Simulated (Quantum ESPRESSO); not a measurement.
# MnS (Rambergite): the choice of form of the Hubbard term, part 2 of 2

How much do the magnetic results of MnS (Rambergite) hang on the form of the Hubbard term?

Quantum ESPRESSO 7.5; PBE with U = 5 eV on Mn d (atomic projectors); plane waves with GBRV 1.5 PBE potentials, no spin-orbit coupling (settings of the first rung).

So far, absolute magnetization (μB): step 2 (rung 1, start ferro ++) 10.0; step 4 (Hubbard projectors norm-atomic) 10.0.

The database entry behind the starting cell differs from later determinations by our own check (about 0.3 % short against later determinations), so it need not match the best structure at ambient conditions.

## Step 6: Rung 3, start ferro ++

Level of this step: PBE with U = 5 eV on Mn d (ortho-atomic projectors); plane waves with GBRV 1.5 PBE potentials, no spin-orbit coupling (Quantum ESPRESSO).

Input file pw.in:

```
&CONTROL
  calculation = 'scf'
  prefix = 'pwscf'
  outdir = './tmp'
  pseudo_dir = './pseudo'
  disk_io = 'nowf'
/
&SYSTEM
  ibrav = 0
  celldm(1) = 8
  nat = 4
  ntyp = 2
  ecutwfc = 40
  ecutrho = 280
  nbnd = 34
  occupations = 'smearing'
  smearing = 'fd'
  degauss = 0.00734986
  nspin = 2
  starting_magnetization(1) = 0.3
  starting_magnetization(2) = 0
/
&ELECTRONS
  conv_thr = 8d-09
  electron_maxstep = 150
  mixing_beta = 0.3
/
ATOMIC_SPECIES
Mn     54.9380 mn_pbe_v1.5.uspp.F.UPF
S      32.0600 s_pbe_v1.4.uspp.F.UPF
CELL_PARAMETERS alat
   0.9391938839390    0.0000000000000    0.0000000000000
  -0.4695969419695    0.8133657625591    0.0000000000000
   0.0000000000000    0.0000000000000    1.5193398041991
ATOMIC_POSITIONS crystal
Mn      0.3333333333    0.6666666667    0.0000000000
Mn      0.6666666667    0.3333333333    0.5000000000
S       0.3333333333    0.6666666667    0.3850000000
S       0.6666666667    0.3333333333    0.8850000000
K_POINTS automatic
6 6 6 0 0 0
HUBBARD {ortho-atomic}
U Mn-3d 5.0000
```

Run with:

```sh
> OMP_NUM_THREADS=1 mpirun -n 2 pw.x -nk 2 -in pw.in > pw.out
```

Log:

```text
     [... lines left out ...]
Program PWSCF v.7.5 starts
     [... lines left out ...]
     number of atoms/cell      =            4
     [... lines left out ...]
     number of electrons       =        42.00
     number of Kohn-Sham states=           34
     kinetic-energy cutoff     =      40.0000  Ry
     charge density cutoff     =     280.0000  Ry
     scf convergence threshold =      8.0E-09
     [... lines left out ...]
     12 Sym. Ops. (no inversion) found ( 6 have fractional translation)
     [... lines left out ...]
     number of k points=    28  Fermi-Dirac smearing, width (Ry)=  0.0073
     [... lines left out ...]
     iteration # 11     ecut=    40.00 Ry     beta= 0.30
     [... lines left out ...]
     Magnetic moment per site  (integrated on atomic sphere of radius R)
     atom   1 (R=0.235)  charge= 12.8743  magn=  4.3842
     atom   2 (R=0.235)  charge= 12.8743  magn=  4.3842
     atom   3 (R=0.235)  charge=  4.2205  magn=  0.0325
     atom   4 (R=0.235)  charge=  4.2205  magn=  0.0325
     [... lines left out ...]
     Tr[ns(  1)] (up, down, total) =   4.96233  0.23427  5.19660
     [... lines left out ...]
     Tr[ns(  2)] (up, down, total) =   4.96233  0.23427  5.19660
     [... lines left out ...]
     the Fermi energy is     7.8764 ev
!    total energy              =    -470.63751994 Ry
     estimated scf accuracy    <          1.5E-09 Ry
     smearing contrib. (-TS)   =      -0.00000093 Ry
     [... lines left out ...]
     total magnetization       =    10.00 Bohr mag/cell
     absolute magnetization    =    10.00 Bohr mag/cell
     convergence has been achieved in  11 iterations
```

The job ended after 89 s (2 MPI ranks of Arm Neoverse N1, shared host; peak memory 0.4 GiB).

Numbers from this step:

```yaml
magnetization: 10 μB
final_state: ferromagnetic
largest_moment: 4.384 μB
```

## Step 7: Rung 3, start antiferro +-

Edit pw.in of step 6 so:

```diff
@@ -11,6 +11,6 @@
   nat = 4
-  ntyp = 2
+  ntyp = 3
   ecutwfc = 40
   ecutrho = 280
-  nbnd = 34
+  nbnd = 30
   occupations = 'smearing'
@@ -20,3 +20,4 @@
   starting_magnetization(1) = 0.3
-  starting_magnetization(2) = 0
+  starting_magnetization(2) = -0.3
+  starting_magnetization(3) = 0
 /
@@ -28,3 +29,4 @@
 ATOMIC_SPECIES
-Mn     54.9380 mn_pbe_v1.5.uspp.F.UPF
+Mn1    54.9380 mn_pbe_v1.5.uspp.F.UPF
+Mn2    54.9380 mn_pbe_v1.5.uspp.F.UPF
 S      32.0600 s_pbe_v1.4.uspp.F.UPF
@@ -35,4 +37,4 @@
 ATOMIC_POSITIONS crystal
-Mn      0.3333333333    0.6666666667    0.0000000000
-Mn      0.6666666667    0.3333333333    0.5000000000
+Mn1     0.3333333333    0.6666666667    0.0000000000
+Mn2     0.6666666667    0.3333333333    0.5000000000
 S       0.3333333333    0.6666666667    0.3850000000
@@ -42,2 +44,3 @@
 HUBBARD {ortho-atomic}
-U Mn-3d 5.0000
+U Mn1-3d 5.0000
+U Mn2-3d 5.0000
```

Log:

```text
     [... lines left out ...]
Program PWSCF v.7.5 starts
     [... lines left out ...]
     number of atoms/cell      =            4
     [... lines left out ...]
     number of electrons       =        42.00
     number of Kohn-Sham states=           30
     kinetic-energy cutoff     =      40.0000  Ry
     charge density cutoff     =     280.0000  Ry
     scf convergence threshold =      8.0E-09
     [... lines left out ...]
      6 Sym. Ops. (no inversion) found
     [... lines left out ...]
     number of k points=    34  Fermi-Dirac smearing, width (Ry)=  0.0073
     [... lines left out ...]
     iteration # 12     ecut=    40.00 Ry     beta= 0.30
     [... lines left out ...]
     Magnetic moment per site  (integrated on atomic sphere of radius R)
     atom   1 (R=0.235)  charge= 12.8774  magn=  4.3498
     atom   2 (R=0.235)  charge= 12.8774  magn= -4.3498
     atom   3 (R=0.235)  charge=  4.2175  magn= -0.0101
     atom   4 (R=0.235)  charge=  4.2175  magn=  0.0101
     [... lines left out ...]
     Tr[ns(  1)] (up, down, total) =   4.95844  0.25559  5.21403
     [... lines left out ...]
     Tr[ns(  2)] (up, down, total) =   0.25559  4.95844  5.21403
     [... lines left out ...]
     the Fermi energy is     7.8166 ev
!    total energy              =    -470.64392092 Ry
     estimated scf accuracy    <          1.7E-09 Ry
     smearing contrib. (-TS)   =      -0.00000006 Ry
     [... lines left out ...]
     total magnetization       =     0.00 Bohr mag/cell
     absolute magnetization    =     9.83 Bohr mag/cell
     convergence has been achieved in  12 iterations
```

Run time: 1.9 min. Hardware: 2 MPI ranks; peak memory 0.41 GiB.

Numbers from this step:

* magnetization: 0 μB
* final state: antiferromagnetic
* largest moment: 4.350 μB

## Step 8: Rung 4, start ferro ++

Input file pw.in:

```
&CONTROL
  calculation = 'scf'
  prefix = 'pwscf'
  outdir = './tmp'
  pseudo_dir = './pseudo'
  disk_io = 'nowf'
/
&SYSTEM
  ibrav = 0
  celldm(1) = 8
  nat = 4
  ntyp = 2
  ecutwfc = 40
  ecutrho = 280
  nbnd = 34
  occupations = 'smearing'
  smearing = 'fd'
  degauss = 0.00734986
  nspin = 2
  starting_magnetization(1) = 0.3
  starting_magnetization(2) = 0
/
&ELECTRONS
  conv_thr = 8d-09
  electron_maxstep = 150
  mixing_beta = 0.3
/
ATOMIC_SPECIES
Mn     54.9380 mn_pbe_v1.5.uspp.F.UPF
S      32.0600 s_pbe_v1.4.uspp.F.UPF
CELL_PARAMETERS alat
   0.9391938839390    0.0000000000000    0.0000000000000
  -0.4695969419695    0.8133657625591    0.0000000000000
   0.0000000000000    0.0000000000000    1.5193398041991
ATOMIC_POSITIONS crystal
Mn      0.3333333333    0.6666666667    0.0000000000
Mn      0.6666666667    0.3333333333    0.5000000000
S       0.3333333333    0.6666666667    0.3850000000
S       0.6666666667    0.3333333333    0.8850000000
K_POINTS automatic
6 6 6 0 0 0
HUBBARD {atomic}
U Mn-3d 5.9000
J0 Mn-3d 0.9000
```

Log:

```text
     [... lines left out ...]
Program PWSCF v.7.5 starts
     [... lines left out ...]
     number of atoms/cell      =            4
     [... lines left out ...]
     number of electrons       =        42.00
     number of Kohn-Sham states=           34
     kinetic-energy cutoff     =      40.0000  Ry
     charge density cutoff     =     280.0000  Ry
     scf convergence threshold =      8.0E-09
     [... lines left out ...]
     12 Sym. Ops. (no inversion) found ( 6 have fractional translation)
     [... lines left out ...]
     number of k points=    28  Fermi-Dirac smearing, width (Ry)=  0.0073
     [... lines left out ...]
     iteration # 10     ecut=    40.00 Ry     beta= 0.30
     [... lines left out ...]
     Magnetic moment per site  (integrated on atomic sphere of radius R)
     atom   1 (R=0.235)  charge= 12.8454  magn=  4.4368
     atom   2 (R=0.235)  charge= 12.8454  magn=  4.4368
     atom   3 (R=0.235)  charge=  4.2332  magn= -0.0147
     atom   4 (R=0.235)  charge=  4.2332  magn= -0.0147
     [... lines left out ...]
     Tr[ns(  1)] (up, down, total) =   4.98509  0.30757  5.29266
     [... lines left out ...]
     Tr[ns(  2)] (up, down, total) =   4.98509  0.30757  5.29266
     [... lines left out ...]
     the Fermi energy is     7.9699 ev
!    total energy              =    -470.54963341 Ry
     estimated scf accuracy    <          1.8E-09 Ry
     smearing contrib. (-TS)   =      -0.00000185 Ry
     [... lines left out ...]
     total magnetization       =    10.00 Bohr mag/cell
     absolute magnetization    =    10.08 Bohr mag/cell
     convergence has been achieved in  10 iterations
```

Elapsed: 78 s, on 2 MPI ranks; peak memory 0.4 GiB.

Numbers from this step:

```yaml
magnetization: 10 μB
final_state: ferromagnetic
largest_moment: 4.437 μB
```

## Step 9: Rung 4, start antiferro +-

Input file pw.in:

```
&CONTROL
  calculation = 'scf'
  prefix = 'pwscf'
  outdir = './tmp'
  pseudo_dir = './pseudo'
  disk_io = 'nowf'
/
&SYSTEM
  ibrav = 0
  celldm(1) = 8
  nat = 4
  ntyp = 3
  ecutwfc = 40
  ecutrho = 280
  nbnd = 30
  occupations = 'smearing'
  smearing = 'fd'
  degauss = 0.00734986
  nspin = 2
  starting_magnetization(1) = 0.3
  starting_magnetization(2) = -0.3
  starting_magnetization(3) = 0
/
&ELECTRONS
  conv_thr = 8d-09
  electron_maxstep = 150
  mixing_beta = 0.3
/
ATOMIC_SPECIES
Mn1    54.9380 mn_pbe_v1.5.uspp.F.UPF
Mn2    54.9380 mn_pbe_v1.5.uspp.F.UPF
S      32.0600 s_pbe_v1.4.uspp.F.UPF
CELL_PARAMETERS alat
   0.9391938839390    0.0000000000000    0.0000000000000
  -0.4695969419695    0.8133657625591    0.0000000000000
   0.0000000000000    0.0000000000000    1.5193398041991
ATOMIC_POSITIONS crystal
Mn1     0.3333333333    0.6666666667    0.0000000000
Mn2     0.6666666667    0.3333333333    0.5000000000
S       0.3333333333    0.6666666667    0.3850000000
S       0.6666666667    0.3333333333    0.8850000000
K_POINTS automatic
6 6 6 0 0 0
HUBBARD {atomic}
U Mn1-3d 5.9000
J0 Mn1-3d 0.9000
U Mn2-3d 5.9000
J0 Mn2-3d 0.9000
```

Log:

```text
     [... lines left out ...]
Program PWSCF v.7.5 starts
     [... lines left out ...]
     number of atoms/cell      =            4
     [... lines left out ...]
     number of electrons       =        42.00
     number of Kohn-Sham states=           30
     kinetic-energy cutoff     =      40.0000  Ry
     charge density cutoff     =     280.0000  Ry
     scf convergence threshold =      8.0E-09
     [... lines left out ...]
      6 Sym. Ops. (no inversion) found
     [... lines left out ...]
     number of k points=    34  Fermi-Dirac smearing, width (Ry)=  0.0073
     [... lines left out ...]
     iteration # 12     ecut=    40.00 Ry     beta= 0.30
     [... lines left out ...]
     Magnetic moment per site  (integrated on atomic sphere of radius R)
     atom   1 (R=0.235)  charge= 12.8465  magn=  4.4137
     atom   2 (R=0.235)  charge= 12.8465  magn= -4.4137
     atom   3 (R=0.235)  charge=  4.2318  magn=  0.0131
     atom   4 (R=0.235)  charge=  4.2318  magn= -0.0131
     [... lines left out ...]
     Tr[ns(  1)] (up, down, total) =   4.98389  0.32408  5.30797
     [... lines left out ...]
     Tr[ns(  2)] (up, down, total) =   0.32408  4.98389  5.30797
     [... lines left out ...]
     the Fermi energy is     7.9200 ev
!    total energy              =    -470.55302693 Ry
     estimated scf accuracy    <          7.0E-09 Ry
     smearing contrib. (-TS)   =      -0.00000011 Ry
     [... lines left out ...]
     total magnetization       =    -0.00 Bohr mag/cell
     absolute magnetization    =    10.00 Bohr mag/cell
     convergence has been achieved in  12 iterations
```

Run time: 1.9 min. Hardware: 2 MPI ranks; peak memory 0.42 GiB; 3.8 min of CPU time.

Read from the output:

```yaml
magnetization: 0 μB
final_state: antiferromagnetic
largest_moment: 4.414 μB
```

## Step 10: Rung 5, start ferro ++

Input file pw.in:

```
&CONTROL
  calculation = 'scf'
  prefix = 'pwscf'
  outdir = './tmp'
  pseudo_dir = './pseudo'
  disk_io = 'nowf'
/
&SYSTEM
  ibrav = 0
  celldm(1) = 8
  nat = 4
  ntyp = 2
  ecutwfc = 40
  ecutrho = 280
  nbnd = 34
  occupations = 'smearing'
  smearing = 'fd'
  degauss = 0.00734986
  nspin = 2
  starting_magnetization(1) = 0.3
  starting_magnetization(2) = 0
/
&ELECTRONS
  conv_thr = 8d-09
  electron_maxstep = 150
  mixing_beta = 0.3
/
ATOMIC_SPECIES
Mn     54.9380 mn_pbe_v1.5.uspp.F.UPF
S      32.0600 s_pbe_v1.4.uspp.F.UPF
CELL_PARAMETERS alat
   0.9391938839390    0.0000000000000    0.0000000000000
  -0.4695969419695    0.8133657625591    0.0000000000000
   0.0000000000000    0.0000000000000    1.5193398041991
ATOMIC_POSITIONS crystal
Mn      0.3333333333    0.6666666667    0.0000000000
Mn      0.6666666667    0.3333333333    0.5000000000
S       0.3333333333    0.6666666667    0.3850000000
S       0.6666666667    0.3333333333    0.8850000000
K_POINTS automatic
6 6 6 0 0 0
HUBBARD {atomic}
U Mn-3d 5.9000
J Mn-3d 0.9000
```

Log:

```text
     [... lines left out ...]
Program PWSCF v.7.5 starts
     [... lines left out ...]
     number of atoms/cell      =            4
     [... lines left out ...]
     number of electrons       =        42.00
     number of Kohn-Sham states=           34
     kinetic-energy cutoff     =      40.0000  Ry
     charge density cutoff     =     280.0000  Ry
     scf convergence threshold =      8.0E-09
     [... lines left out ...]
     12 Sym. Ops. (no inversion) found ( 6 have fractional translation)
     [... lines left out ...]
     number of k points=    28  Fermi-Dirac smearing, width (Ry)=  0.0073
     [... lines left out ...]
     iteration # 10     ecut=    40.00 Ry     beta= 0.30
     [... lines left out ...]
     Magnetic moment per site  (integrated on atomic sphere of radius R)
     atom   1 (R=0.235)  charge= 12.8658  magn=  4.3889
     atom   2 (R=0.235)  charge= 12.8658  magn=  4.3889
     atom   3 (R=0.235)  charge=  4.2224  magn=  0.0200
     atom   4 (R=0.235)  charge=  4.2224  magn=  0.0200
     [... lines left out ...]
     Tr[ns(  1)] (up, down, total) =   4.98334  0.37964  5.36299
     [... lines left out ...]
     Tr[ns(  2)] (up, down, total) =   4.98334  0.37964  5.36299
     [... lines left out ...]
     the Fermi energy is     7.9539 ev
!    total energy              =    -470.59500109 Ry
     estimated scf accuracy    <          5.9E-09 Ry
     smearing contrib. (-TS)   =      -0.00000214 Ry
     [... lines left out ...]
     total magnetization       =    10.00 Bohr mag/cell
     absolute magnetization    =    10.00 Bohr mag/cell
     convergence has been achieved in  10 iterations
```

Elapsed: 83 s, on 2 MPI ranks; peak memory 0.4 GiB; 2.7 min of CPU time.

Read from the output:

```
magnetization  : 10 μB
final state    : ferromagnetic
largest moment : 4.389 μB
```

## Step 11: Rung 5, start antiferro +-

Input file pw.in:

```
&CONTROL
  calculation = 'scf'
  prefix = 'pwscf'
  outdir = './tmp'
  pseudo_dir = './pseudo'
  disk_io = 'nowf'
/
&SYSTEM
  ibrav = 0
  celldm(1) = 8
  nat = 4
  ntyp = 3
  ecutwfc = 40
  ecutrho = 280
  nbnd = 30
  occupations = 'smearing'
  smearing = 'fd'
  degauss = 0.00734986
  nspin = 2
  starting_magnetization(1) = 0.3
  starting_magnetization(2) = -0.3
  starting_magnetization(3) = 0
/
&ELECTRONS
  conv_thr = 8d-09
  electron_maxstep = 150
  mixing_beta = 0.3
/
ATOMIC_SPECIES
Mn1    54.9380 mn_pbe_v1.5.uspp.F.UPF
Mn2    54.9380 mn_pbe_v1.5.uspp.F.UPF
S      32.0600 s_pbe_v1.4.uspp.F.UPF
CELL_PARAMETERS alat
   0.9391938839390    0.0000000000000    0.0000000000000
  -0.4695969419695    0.8133657625591    0.0000000000000
   0.0000000000000    0.0000000000000    1.5193398041991
ATOMIC_POSITIONS crystal
Mn1     0.3333333333    0.6666666667    0.0000000000
Mn2     0.6666666667    0.3333333333    0.5000000000
S       0.3333333333    0.6666666667    0.3850000000
S       0.6666666667    0.3333333333    0.8850000000
K_POINTS automatic
6 6 6 0 0 0
HUBBARD {atomic}
U Mn1-3d 5.9000
J Mn1-3d 0.9000
U Mn2-3d 5.9000
J Mn2-3d 0.9000
```

Log:

```text
     [... lines left out ...]
Program PWSCF v.7.5 starts
     [... lines left out ...]
     number of atoms/cell      =            4
     [... lines left out ...]
     number of electrons       =        42.00
     number of Kohn-Sham states=           30
     kinetic-energy cutoff     =      40.0000  Ry
     charge density cutoff     =     280.0000  Ry
     scf convergence threshold =      8.0E-09
     [... lines left out ...]
      6 Sym. Ops. (no inversion) found
     [... lines left out ...]
     number of k points=    34  Fermi-Dirac smearing, width (Ry)=  0.0073
     [... lines left out ...]
     iteration # 12     ecut=    40.00 Ry     beta= 0.30
     [... lines left out ...]
     Magnetic moment per site  (integrated on atomic sphere of radius R)
     atom   1 (R=0.235)  charge= 12.8692  magn=  4.3531
     atom   2 (R=0.235)  charge= 12.8692  magn= -4.3531
     atom   3 (R=0.235)  charge=  4.2191  magn= -0.0040
     atom   4 (R=0.235)  charge=  4.2191  magn=  0.0040
     [... lines left out ...]
     Tr[ns(  1)] (up, down, total) =   4.98098  0.40766  5.38864
     [... lines left out ...]
     Tr[ns(  2)] (up, down, total) =   0.40766  4.98098  5.38864
     [... lines left out ...]
     the Fermi energy is     7.8776 ev
!    total energy              =    -470.60127504 Ry
     estimated scf accuracy    <          1.1E-09 Ry
     smearing contrib. (-TS)   =      -0.00000015 Ry
     [... lines left out ...]
     total magnetization       =     0.00 Bohr mag/cell
     absolute magnetization    =     9.86 Bohr mag/cell
     convergence has been achieved in  12 iterations
```

It took 1.9 min on 2 MPI ranks; peak memory 0.41 GiB; 3.7 min of CPU time.

Read from the output:

```
magnetization  : 0 μB
final state    : antiferromagnetic
largest moment : 4.353 μB
```

## Step 12: What a mistake does

As a test, an input with a fault in it is run.

Input file pw.in:

```
&CONTROL
  calculation = 'scf'
  prefix = 'pwscf'
  outdir = './tmp'
  pseudo_dir = './pseudo'
  disk_io = 'nowf'
/
&SYSTEM
  ibrav = 0
  nat = 4
  ntyp = 2
  ecutwfc = 40
  ecutrho = 280
  nbnd = 34
  occupations = 'smearing'
  smearing = 'fd'
  degauss = 0.00734986
  nspin = 2
  noncolin = .true.
  starting_magnetization(1) = 0.3
  starting_magnetization(2) = 0
/
&ELECTRONS
  conv_thr = 8d-09
  electron_maxstep = 75
  mixing_beta = 0.3
/
ATOMIC_SPECIES
Mn     54.9380 mn_pbe_v1.5.uspp.F.UPF
S      32.0600 s_pbe_v1.4.uspp.F.UPF
CELL_PARAMETERS angstrom
   3.9760000000    0.0000000000    0.0000000000
  -1.9880000000    3.4433170054    0.0000000000
   0.0000000000    0.0000000000    6.4320000000
ATOMIC_POSITIONS crystal
Mn      0.3333333333    0.6666666667    0.0000000000
Mn      0.6666666667    0.3333333333    0.5000000000
S       0.3333333333    0.6666666667    0.3850000000
S       0.6666666667    0.3333333333    0.8850000000
K_POINTS automatic
6 6 6 0 0 0
HUBBARD {ortho-atomic}
U Mn-3d 5.0000
```

Log:

```text
     [... lines left out ...]
Program PWSCF v.7.5 starts
     Error in routine iosys (1):
     noncolin .and. nspin==2 are conflicting flags
 %%%%%%%%%%%%%%%%%%%%%%%%%%%%%%%%%%%%%%%%%%%%%%%%%%%%%%%%%%%%%%%%%%%%%%%%%%%%%%
     stopping ...
```

It took 0.54 s on 2 MPI ranks; peak memory 0.05 GiB.

The input was rejected at the start.

The program's message: “iosys (1): noncolin .and. nspin==2 are conflicting flags”

The fault put into the input: nspin and noncolin together.

## Step 13: Side by side

Ladder, by row:

```csv
rung,U,state from the first start,state from the second start,second less first (meV a seeded atom),"moment, first (μB)","moment, second (μB)",CPU time (s)
1,Mn d U 5.0 Dudarev atomic,ferromagnetic,antiferromagnetic,-42.4,4.39,4.354,380.7
2,Mn d U 5.0 Dudarev norm-atomic,ferromagnetic,antiferromagnetic,-42.45,4.39,4.354,382.7
3,Mn d U 5.0 Dudarev ortho-atomic,ferromagnetic,antiferromagnetic,-43.54,4.384,4.35,403.3
4,Mn d U 5.9 J 0.9 with J0 atomic,ferromagnetic,antiferromagnetic,-23.09,4.437,4.414,382.1
5,Mn d U 5.9 J 0.9 Liechtenstein atomic,ferromagnetic,antiferromagnetic,-42.68,4.389,4.353,389.5
```

## Step 14: Results

| Item | Value |
| --- | --- |
| range of the largest moment, first start | 4.38 to 4.44 μB; second start 4.35 to 4.41 μB |
| range of CPU time | 6.3 min to 6.7 min |
| range of the energy difference | -43.5 to -23.1 meV a seeded atom |

What this shows: At one U the projectors alone (rungs 1, 2 and 3) move the moment of the first start from 4.384 to 4.390 μB and the difference from -43.5 to -42.4 meV. The last rungs raise U by J and add J in two forms, which give 4.44 and 4.39 μB. Energies are free energies at an electronic temperature of 1160 K, which lowers moments and differences where the moments are itinerant.

[Logs and program files are shortened in this print: banners, set-up blocks, solver, clock and traceback lines can be left out without a mark of their own.]

[Logs are printed without paths, hosts, clocks, repeated set-up lines and the standing remarks that a program may print on its own settings, such as how far it seeks lower states.]

[Hosts, paths, dates, database ids (printed as entryN), source tags and the programs' standing remarks are cut or masked in the printed files.]

[Where a cell is said to come from a database of computed structures, the database is the Materials Project.]
